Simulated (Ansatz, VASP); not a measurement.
# CdH: VASP beside Ansatz

```
Cd H
1.0
     0.00000    2.41462    2.41462
     2.41462    0.00000    2.41462
     2.41462    2.41462    0.00000
Cd H
1 1
Direct
  0.00000 0.00000 0.00000
  0.50000 0.50000 0.50000
```

Alike in both runs: functional PBE; k mesh 12 × 12 × 12; occupations gaussian, width 0.1 eV; no spin polarisation.

Ansatz relaxed the structure, and its values are those at the end. VASP's run is a single point on that final structure, the one shown.

|  | VASP | Ansatz |
| --- | --- | --- |
| version | VASP 6.6.1 | Ansatz 0.2.0 |
| potentials or method | VASP PAW PBE potentials, release 64 (Cd, H) | scalar-relativistic, plane waves, PAW |
| plane-wave cutoff (eV) | 520 | 420 |
| valence electrons in the cell | 13 | 21 |

```tsv
	VASP	Ansatz	Ansatz less VASP
gap on the k mesh at the Fermi level (eV)	none	none	-
pressure (GPa)	0.2	0.0	-0.17
```

A gap of «none» marks a metal or a gap that the smearing closes. The two sets of potentials don't hold the same shells in valence.
